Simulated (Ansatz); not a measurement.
Run on SnTe (rocksalt type): DFT, PBE, all-electron LAPW, scalar-relativistic (Ansatz 0.2.0). This run: rocksalt relaxed under pressure.

The cell comes from a relaxation on PAW files under the same functional, begun from a prototype that needn't be the stable phase.

Command: `ansatz run input.yaml --threads 1 --pin off --max-ram 3584MiB --backend cpu --events-out ev --progress --plain --runs-dir out` It took 18 s on 1 thread of Intel(R) Xeon(R) 6975P-C (Granite Rapids), on a shared host, peak memory 0.49 GiB.

```yaml
crystal:
  lattice:
    - [0.0, 3.2043480406, 3.2043480406]
    - [3.2043480406, 0.0, 3.2043480406]
    - [3.2043480406, 3.2043480406, 0.0]
  atoms:
    - { symbol: Sn, position: [0.0, 0.0, 0.0] }
    - { symbol: Te, position: [0.5, 0.5, 0.5] }
kpoints:
  mp_grid: { grid: [12, 12, 12] }
scf:
  occupations: { method: fermi_dirac, width: 0.05 }
hamiltonian:
  xc: pbe
  pseudopotentials: { kind: all_electron, lapw: { basis_error: 0.0005 } }
output:
  forces: true
  stress: true
  eigenvalues: true
relax:
  f_tol: 0.005
  max_steps: 12
  cell: { p_target: 0.015, stress_tol: 0.03 }
```

Output:

```
The last accepted step is kept in <dir> (removed where the run ends without a failure and the disk answers)
LAPW: plane waves up to 7.396 Å⁻¹, error target 5.0e-4 eV per atom; small_component_spin mean_spin; Sn in spheres of 1.568 Å, 22 of its electrons in bands, Dirac shells []; Te in spheres of 1.540 Å, 24 of its electrons in bands, Dirac shells [] (how accurate: hamiltonian.pseudopotentials.lapw.basis_error, Limitations)
Engine: ansatz 0.2.0
Pseudopotentials: kind: all_electron
Pseudopotential: Sn, LAPW, valence charge 22, lapw/all_electron/scalar/gaussian/Sn, Koelling and Harmon's equation, gaussian nucleus
Pseudopotential: Te, LAPW, valence charge 24, lapw/all_electron/scalar/gaussian/Te, Koelling and Harmon's equation, gaussian nucleus
Functional definition: PBE
  parameter kappa = 0.804
  parameter beta = 0.06672455060314922
  exchange = pbe_x(kappa = kappa, mu = beta*pi^2/3)
  correlation = pbe_c(beta = beta)
Crystal: 2 atoms, lattice volume = 65.804 Å³
Basis set: ecut = 208.38142561900113 eV, 459 PW (Γ), exchange–correlation at level 2
Bands: 28, of which v1, the nominal top of the filled ones, is band 23 counted from 1 (22 counted from 0)
Symmetry: 48 space group operations
Space group: Fm-3m (ITA 225), of the structure as read, at distance tolerance 4.0e-5 Å
k-points: 72 of 1728
Non-local potential: Sn, projectors of the file, none
Non-local potential: Te, projectors of the file, none
Initial density: superposition of atomic densities (chi_scale 0.1, normalization cell, long waves kept (reshape's long-wave potential 0.00 eV rms))
Initial wavefunctions: plane waves of lowest kinetic energy (no species holds an atomic orbital)
Functional: x = pbe(κ = 0.804, μ = 0.2195149727645171), c = pbe(β = 0.06672455060314922)
iter 1 solved again at ethr=5.88e-4 eV; its pass at ethr=1.00e-1 eV (dr2=2.70e-1 eV) is discarded
SCF iter   1: F=—  HF=-352974.443797 eV  |F-HF|=—  |Δ(HF+E_count)|=         —  Δρ=1.32e-2  dr2=2.71e-1  ethr=5.88e-4  ⟨swp⟩=2.4  Hψ=12823  notcnv=0
preconditioner: auto → Kerker (q_TF=auto, 2.570 Å⁻¹)  [metal: Δε(μ)=0.102 eV  Ē_g=9.336 eV  σ=0.050 eV  W_gap=0.47  n_scr=14 (ndim 8)  ℏωp=14.5 eV  f_vac=0.036  D(μ)=0.04/eV (n_scr^D=0)]
SCF iter   2: F=—  HF=-352974.390260 eV  |F-HF|=—  |Δ(HF+E_count)|=   5.35e-2  Δρ=8.50e-3  dr2=1.12e-1  ethr=5.88e-4  ⟨swp⟩=2.0  Hψ=6325  notcnv=0
SCF iter   3: F=—  HF=-352974.377500 eV  |F-HF|=—  |Δ(HF+E_count)|=   1.28e-2  Δρ=4.01e-3  dr2=2.68e-2  ethr=2.44e-4  ⟨swp⟩=2.0  Hψ=5987  notcnv=0
iter 4 solved again at ethr=1.21e-6 eV; its pass at ethr=5.83e-5 eV (dr2=5.56e-4 eV) is discarded
SCF iter   4: F=—  HF=-352974.380383 eV  |F-HF|=—  |Δ(HF+E_count)|=   2.88e-3  Δρ=7.99e-4  dr2=5.57e-4  ethr=1.21e-6  ⟨swp⟩=2.0  Hψ=10376  notcnv=0
SCF iter   5: F=—  HF=-352974.378471 eV  |F-HF|=—  |Δ(HF+E_count)|=   1.91e-3  Δρ=4.23e-4  dr2=1.52e-4  ethr=1.21e-6  ⟨swp⟩=2.8  Hψ=6141  notcnv=0
SCF iter   6: F=—  HF=-352974.378588 eV  |F-HF|=—  |Δ(HF+E_count)|=   1.17e-4  Δρ=1.49e-4  dr2=1.88e-5  ethr=3.31e-7  ⟨swp⟩=3.0  Hψ=6189  notcnv=0
SCF iter   7: F=—  HF=-352974.378619 eV  |F-HF|=—  |Δ(HF+E_count)|=   3.13e-5  Δρ=4.41e-5  dr2=2.49e-6  ethr=4.09e-8  ⟨swp⟩=3.0  Hψ=6339  notcnv=0
SCF iter   8: F=—  HF=-352974.378618 eV  |F-HF|=—  |Δ(HF+E_count)|=   1.26e-6  Δρ=2.88e-5  dr2=1.16e-6  ethr=5.40e-9  ⟨swp⟩=3.0  Hψ=6181  notcnv=0
SCF iter   9: F=—  HF=-352974.378618 eV  |F-HF|=—  |Δ(HF+E_count)|=   4.85e-7  Δρ=9.67e-6  dr2=1.13e-7  ethr=2.52e-9  ⟨swp⟩=3.0  Hψ=6236  notcnv=0
SCF iter  10: F=-352974.378618 eV  HF=-352974.378618 eV  |F-HF|=3.73e-9  |Δ(HF+E_count)|=   1.24e-8  Δρ=2.84e-6  dr2=6.63e-9  ethr=2.46e-10  ⟨swp⟩=2.8  Hψ=6084  notcnv=0
SCF 1 converged in 10 iterations: F = -352974.378618 eV  dr2 = 6.63e-9
relax step   1: F+E_penalty+E_count = -352974.37861825 eV  Δ(F+E_penalty+E_count) = +0.000e0 eV  max|allowed force component| = 6.377e-30 eV/Å  Δτ_max = 0.0000 Å  P = +0.018 GPa  Ω = 65.804 Å³  (10 SCF iters, accepted)
Initial density: handed on by an earlier stage of this run
Initial wavefunctions: those handed on with the density
iter 1 solved again at ethr=1.23e-11 eV; its pass at ethr=1.00e-1 eV (dr2=5.64e-9 eV) is discarded
SCF iter   1: F=—  HF=-352974.378618 eV  |F-HF|=—  |Δ(HF+E_count)|=         —  Δρ=2.69e-6  dr2=5.62e-9  ethr=1.23e-11  ⟨swp⟩=7.1  Hψ=10294  notcnv=0
preconditioner: auto → Kerker (q_TF=auto, 2.570 Å⁻¹)  [metal: Δε(μ)=0.050 eV  Ē_g=9.253 eV  σ=0.050 eV  W_gap=0.24  n_scr=14 (ndim 8)  ℏωp=14.5 eV  f_vac=0.070  D(μ)=0.05/eV (n_scr^D=0)]
SCF iter   2: F=-352974.378618 eV  HF=-352974.378618 eV  |F-HF|=2.56e-9  |Δ(HF+E_count)|=   9.52e-8  Δρ=1.88e-6  dr2=3.02e-9  ethr=1.22e-11  ⟨swp⟩=2.8  Hψ=6084  notcnv=0
SCF 2 converged in 2 iterations: F = -352974.378618 eV  dr2 = 3.02e-9
relax step   2: F+E_penalty+E_count = -352974.37861825 eV  Δ(F+E_penalty+E_count) = -1.513e-9 eV  max|allowed force component| = 6.081e-30 eV/Å  Δτ_max = 0.0000 Å  P = +0.018 GPa  Ω = 65.804 Å³  stress off target by 3.11e-3 GPa  SCF on the basis re-selected at this cell (its energy is not comparable with the rows above)  (2 SCF iters)
basis re-selected at this cell: Δ(F+E_penalty+E_count) = -1.513e-9 eV, ΔP = +0.000 GPa vs the last step (what re-selecting the basis moved, after the strain that the cell walked since its last selection, with what the two solves' SCF thresholds leave and, on support functions, any second-order correction that the steps lacked; it is no measure of the basis error at this ecutwfc). This SCF's stress stands 3.11e-3 GPa from its target on what of the cell is left free (relax.cell.stress_tol is 3.00e-2 GPa) and its largest allowed force component is 6.08e-30 eV/Å (relax.f_tol is 5.00e-3 eV/Å): within both
SCF converged after 2 iterations
Free energy (F): -352974.378618 eV
Harris-Foulkes:  -352974.378618 eV  (|F-HF|=2.56e-9)
Internal energy: -352974.378267 eV  (E = F + TS)
E sigma→0 (E₀):  -352974.378443 eV
Entropy (-TS):   -0.000351 eV (-0.176 meV/atom)
Fermi energy:    11.202228 eV
--- Per-component energies (eV) ---
  E_band       = -1876.898150
  E_kinetic    = 372039.070418
  E_xc         = -9288.157001
  E_electrostatic = -715725.291684  (all electrons and nuclei)
  E_smearing   = -0.000351  (= −TS)
  E_closure    = 0.000000  (closes the sum)
  E_atoms      = -352966.846133  (free atoms, spherical and without spin; not in F)
  Σ components = -352974.378618   (vs F -352974.378618, Δ=0.00e0)
  Basis errors (estimates in eV, not in F): energy 1.8e-4 per atom: plane waves 1.7e-4 (9.4e-5 summed), levels above the bands 3.7e-45, relativity 1.2e-8, radial functions 7.2e-6, core shells 1.0e-9; eigenvalues (radial functions only) 4.2e-7; not estimated: angular momenta, meshes, grids; target (lapw.basis_error) 5.0e-4; muffin-tin radii Sn 1.568 Å, Te 1.540 Å
--- Forces (eV/Å), atoms counted from 1 ---
  atom   1  Sn    -0.00000000     0.00000000     0.00000000
  atom   2  Te     0.00000000    -0.00000000     0.00000000
  max |Σ_I F_I| component: 9.93e-30 eV/Å
--- Stress (GPa, compression-positive) ---
        0.018110       0.000000      -0.000000
        0.000000       0.018110      -0.000000
       -0.000000      -0.000000       0.018110
  P = ⅓ Tr σ = 0.0181 GPa (0.181 kbar)
--- Band table (eV; the first three rows and the last of 72) ---
  k-point 0: bands = ["-148.3770", "-118.7089", "-98.4146", "-98.4146", "-98.4146", "-74.4938", "-74.4938", "-74.4938", "-25.7440", "-25.7440", "-25.7410", "-25.7410", "-25.7410", "-10.7099", "-10.7099", "-10.7078", "-10.7078", "-10.7078", "-1.2580", "6.3122", "9.1747", "9.1747", "9.1747", "14.4256", "14.4256", "14.4256", "16.0451", "16.0451"]
  k-point 1: bands = ["-148.3770", "-118.7089", "-98.4146", "-98.4146", "-98.4146", "-74.4938", "-74.4938", "-74.4938", "-25.7440", "-25.7440", "-25.7410", "-25.7410", "-25.7410", "-10.7102", "-10.7102", "-10.7077", "-10.7075", "-10.7075", "-1.2036", "6.0270", "9.1846", "9.1846", "9.3760", "14.1130", "14.1130", "14.1187", "15.9919", "16.1857"]
  k-point 2: bands = ["-148.3770", "-118.7089", "-98.4146", "-98.4146", "-98.4146", "-74.4938", "-74.4938", "-74.4938", "-25.7440", "-25.7440", "-25.7409", "-25.7409", "-25.7409", "-10.7110", "-10.7110", "-10.7075", "-10.7065", "-10.7065", "-1.0448", "5.3691", "9.2175", "9.2175", "9.7893", "13.4572", "13.4572", "13.4686", "16.0309", "16.5830"]
  k-point 71: bands = ["-148.3770", "-118.7089", "-98.4146", "-98.4146", "-98.4146", "-74.4938", "-74.4938", "-74.4938", "-25.7441", "-25.7437", "-25.7406", "-25.7406", "-25.7400", "-10.7193", "-10.7103", "-10.7052", "-10.7052", "-10.6993", "0.2320", "3.9734", "6.6671", "6.6671", "10.3631", "12.0342", "15.7754", "15.7754", "17.0632", "17.0632"]
--- Relaxed structure (1 steps of the walk, 1 accepted, 1 SCFs on fresh bases) ---
  F+E_penalty+E_count = -352974.37861825 eV   max|allowed force component| = 6.081e-30 eV/Å   (the final SCF, on the basis selected at the relaxed cell)
  cell:  # Å, volume = 65.8035 Å³
    - [0.0, 3.2043480406, 3.2043480406]
    - [3.2043480406, 0.0, 3.2043480406]
    - [3.2043480406, 3.2043480406, 0.0]
  atoms:
    - { symbol: Sn, position: [0.0, 0.0, 0.0] }
    - { symbol: Te, position: [0.49999999999999994, 0.49999999999999994, 0.49999999999999994] }
```

Next run (CsCl relaxed under pressure), as changes to the input before:

```diff
   lattice:
-    - [0.0, 3.2043480406, 3.2043480406]
-    - [3.2043480406, 0.0, 3.2043480406]
-    - [3.2043480406, 3.2043480406, 0.0]
+    - [3.8925244458, 0.0, 0.0]
+    - [0.0, 3.8925244458, 0.0]
+    - [0.0, 0.0, 3.8925244458]
   atoms:
```

Command: `ansatz run input.yaml --threads 1 --pin off --max-ram 3584MiB --backend cpu --events-out ev --progress --plain --runs-dir out` It took 16 s on 1 thread of Intel(R) Xeon(R) 6975P-C (Granite Rapids), with other jobs on the host, peak memory 0.48 GiB.

Results part of the output:

```
basis re-selected at this cell: Δ(F+E_penalty+E_count) = -9.895e-9 eV, ΔP = +0.000 GPa vs the last step (what re-selecting the basis moved, after the strain that the cell walked since its last selection, with what the two solves' SCF thresholds leave and, on support functions, any second-order correction that the steps lacked; it is no measure of the basis error at this ecutwfc). This SCF's stress stands 5.18e-3 GPa from its target on what of the cell is left free (relax.cell.stress_tol is 3.00e-2 GPa) and its largest allowed force component is 8.55e-31 eV/Å (relax.f_tol is 5.00e-3 eV/Å): within both
SCF converged after 2 iterations
Free energy (F): -352973.901058 eV
Harris-Foulkes:  -352973.901058 eV  (|F-HF|=1.46e-8)
Internal energy: -352973.891921 eV  (E = F + TS)
E sigma→0 (E₀):  -352973.896490 eV
Entropy (-TS):   -0.009137 eV (-4.568 meV/atom)
Fermi energy:    12.565504 eV
--- Per-component energies (eV) ---
  E_band       = -1797.872235
  E_kinetic    = 372038.510058
  E_xc         = -9288.180671
  E_electrostatic = -715724.221309  (all electrons and nuclei)
  E_smearing   = -0.009137  (= −TS)
  E_closure    = 0.000000  (closes the sum)
  E_atoms      = -352966.846133  (free atoms, spherical and without spin; not in F)
  Σ components = -352973.901058   (vs F -352973.901058, Δ=0.00e0)
  Basis errors (estimates in eV, not in F): energy 1.4e-4 per atom: plane waves 1.4e-4 (7.2e-5 summed), levels above the bands 3.9e-66, relativity 1.7e-9, radial functions 5.2e-6, core shells 1.6e-10; eigenvalues (radial functions only) 4.4e-6; not estimated: angular momenta, meshes, grids; target (lapw.basis_error) 5.0e-4; muffin-tin radii Sn 1.653 Å, Te 1.617 Å
--- Forces (eV/Å), atoms counted from 1 ---
  atom   1  Sn    -0.00000000     0.00000000     0.00000000
  atom   2  Te     0.00000000     0.00000000     0.00000000
  max |Σ_I F_I| component: 1.58e-30 eV/Å
--- Stress (GPa, compression-positive) ---
        0.020183      -0.000000       0.000000
       -0.000000       0.020183       0.000000
        0.000000       0.000000       0.020183
  P = ⅓ Tr σ = 0.0202 GPa (0.202 kbar)
--- Band table (eV; the first three rows and the last of 84) ---
  k-point 0: bands = ["-146.6324", "-117.0609", "-96.6704", "-96.6704", "-96.6704", "-72.8446", "-72.8446", "-72.8446", "-24.0007", "-24.0007", "-23.9958", "-23.9958", "-23.9958", "-9.0773", "-9.0773", "-9.0383", "-9.0383", "-9.0383", "0.1978", "7.2750", "10.8238", "10.8238", "10.8238", "16.1435", "16.1435", "17.9736", "17.9736", "17.9736"]
  k-point 1: bands = ["-146.6324", "-117.0609", "-96.6704", "-96.6704", "-96.6704", "-72.8446", "-72.8446", "-72.8446", "-24.0007", "-24.0003", "-23.9959", "-23.9959", "-23.9958", "-9.0772", "-9.0751", "-9.0391", "-9.0391", "-9.0383", "0.2529", "7.0848", "10.8069", "10.8880", "10.8880", "16.2033", "16.4803", "17.6733", "17.7664", "17.7664"]
  k-point 2: bands = ["-146.6324", "-117.0609", "-96.6704", "-96.6704", "-96.6704", "-72.8446", "-72.8446", "-72.8446", "-24.0007", "-23.9993", "-23.9961", "-23.9961", "-23.9958", "-9.0770", "-9.0690", "-9.0411", "-9.0411", "-9.0382", "0.4145", "6.5678", "10.8476", "11.0772", "11.0772", "16.3825", "16.4644", "17.2087", "17.2087", "17.8964"]
  k-point 83: bands = ["-146.6324", "-117.0609", "-96.6704", "-96.6704", "-96.6704", "-72.8447", "-72.8447", "-72.8447", "-23.9984", "-23.9984", "-23.9984", "-23.9921", "-23.9921", "-9.0611", "-9.0611", "-9.0611", "-9.0245", "-9.0245", "2.7422", "7.3205", "9.6815", "9.6815", "9.6815", "11.2355", "11.2355", "11.2355", "26.5704", "26.5704"]
--- Relaxed structure (1 steps of the walk, 1 accepted, 1 SCFs on fresh bases) ---
  F+E_penalty+E_count = -352973.90105830 eV   max|allowed force component| = 8.546e-31 eV/Å   (the final SCF, on the basis selected at the relaxed cell)
  cell:  # Å, volume = 58.9785 Å³
    - [3.8925244458, 0.0, 0.0]
    - [0.0, 3.8925244458, 0.0]
    - [0.0, 0.0, 3.8925244458]
  atoms:
    - { symbol: Sn, position: [0.0, 0.0, 0.0] }
    - { symbol: Te, position: [0.49999999999999994, 0.49999999999999994, 0.49999999999999994] }
```

Next run (zincblende relaxed under pressure), as changes to the input before:

```diff
   lattice:
-    - [3.8925244458, 0.0, 0.0]
-    - [0.0, 3.8925244458, 0.0]
-    - [0.0, 0.0, 3.8925244458]
+    - [0.0, 3.607477906, 3.607477906]
+    - [3.607477906, 0.0, 3.607477906]
+    - [3.607477906, 3.607477906, 0.0]
   atoms:
-    - { symbol: Te, position: [0.5, 0.5, 0.5] }
+    - { symbol: Te, position: [0.25, 0.25, 0.25] }
 kpoints:
-  mp_grid: { grid: [12, 12, 12] }
+  mp_grid: { grid: [11, 11, 11] }
 scf:
```

Results part of the output:

```
basis re-selected at this cell: Δ(F+E_penalty+E_count) = -1.251e-8 eV, ΔP = -0.000 GPa vs the last step (what re-selecting the basis moved, after the strain that the cell walked since its last selection, with what the two solves' SCF thresholds leave and, on support functions, any second-order correction that the steps lacked; it is no measure of the basis error at this ecutwfc). This SCF's stress stands 4.84e-3 GPa from its target on what of the cell is left free (relax.cell.stress_tol is 3.00e-2 GPa) and its largest allowed force component is 1.25e-16 eV/Å (relax.f_tol is 5.00e-3 eV/Å): within both
SCF converged after 2 iterations
Free energy (F): -352973.878572 eV
Harris-Foulkes:  -352973.878572 eV  (|F-HF|=1.38e-8)
Internal energy: -352973.877225 eV  (E = F + TS)
E sigma→0 (E₀):  -352973.877898 eV
Entropy (-TS):   -0.001347 eV (-0.673 meV/atom)
Fermi energy:    6.664261 eV
--- Per-component energies (eV) ---
  E_band       = -2077.610952
  E_kinetic    = 372039.148296
  E_xc         = -9287.024454
  E_electrostatic = -715726.001067  (all electrons and nuclei)
  E_smearing   = -0.001347  (= −TS)
  E_closure    = 0.000000  (closes the sum)
  E_atoms      = -352966.846133  (free atoms, spherical and without spin; not in F)
  Σ components = -352973.878572   (vs F -352973.878572, Δ=0.00e0)
  Basis errors (estimates in eV, not in F): energy 2.2e-4 per atom: plane waves 2.0e-4 (1.2e-4 summed), levels above the bands 1.1e-52, relativity 1.9e-8, radial functions 1.2e-5, core shells 2.8e-9; eigenvalues (radial functions only) 1.4e-7; not estimated: angular momenta, meshes, grids; target (lapw.basis_error) 5.0e-4; muffin-tin radii Sn 1.527 Å, Te 1.503 Å
--- Forces (eV/Å), atoms counted from 1 ---
  atom   1  Sn     0.00000000    -0.00000000     0.00000000
  atom   2  Te    -0.00000000     0.00000000     0.00000000
  max |Σ_I F_I| component: 4.63e-17 eV/Å
--- Stress (GPa, compression-positive) ---
        0.019842       0.000000      -0.000000
        0.000000       0.019842       0.000000
       -0.000000       0.000000       0.019842
  P = ⅓ Tr σ = 0.0198 GPa (0.198 kbar)
--- Band table (eV; the first three rows and the last of 56) ---
  k-point 0: bands = ["-152.6712", "-123.2132", "-102.7086", "-102.7086", "-102.7086", "-78.9968", "-78.9968", "-78.9968", "-30.0370", "-30.0370", "-30.0370", "-30.0348", "-30.0348", "-15.2133", "-15.2133", "-15.2133", "-15.2048", "-15.2048", "-4.9463", "1.4232", "4.6586", "4.6586", "4.6586", "7.6073", "7.6073", "7.6073", "10.7260", "13.0693"]
  k-point 1: bands = ["-152.6712", "-123.2132", "-102.7086", "-102.7086", "-102.7086", "-78.9968", "-78.9968", "-78.9968", "-30.0370", "-30.0370", "-30.0370", "-30.0348", "-30.0348", "-15.2134", "-15.2132", "-15.2132", "-15.2048", "-15.2048", "-4.9107", "1.2441", "4.6041", "4.6041", "4.7126", "7.6624", "7.6980", "7.6980", "10.9956", "12.8102"]
  k-point 2: bands = ["-152.6712", "-123.2132", "-102.7086", "-102.7086", "-102.7086", "-78.9968", "-78.9968", "-78.9968", "-30.0370", "-30.0370", "-30.0370", "-30.0348", "-30.0348", "-15.2137", "-15.2129", "-15.2129", "-15.2048", "-15.2048", "-4.8105", "0.8118", "4.4720", "4.4720", "4.7655", "7.9185", "7.9185", "7.9395", "11.6072", "12.5263"]
  k-point 55: bands = ["-152.6712", "-123.2132", "-102.7086", "-102.7086", "-102.7086", "-78.9968", "-78.9968", "-78.9968", "-30.0370", "-30.0369", "-30.0369", "-30.0348", "-30.0347", "-15.2157", "-15.2115", "-15.2105", "-15.2052", "-15.2045", "-4.1891", "-0.7375", "3.1415", "3.4021", "6.5406", "7.9548", "8.9179", "9.7438", "11.7799", "12.9874"]
--- Relaxed structure (1 steps of the walk, 1 accepted, 1 SCFs on fresh bases) ---
  F+E_penalty+E_count = -352973.87857171 eV   max|allowed force component| = 1.249e-16 eV/Å   (the final SCF, on the basis selected at the relaxed cell)
  cell:  # Å, volume = 93.8947 Å³
    - [0.0, 3.607477906, 3.607477906]
    - [3.607477906, 0.0, 3.607477906]
    - [3.607477906, 3.607477906, 0.0]
  atoms:
    - { symbol: Sn, position: [0.0, 0.0, 0.0] }
    - { symbol: Te, position: [0.25, 0.25, 0.25] }
```

Spin–orbit coupling is left out, which matters for the heavy atoms.
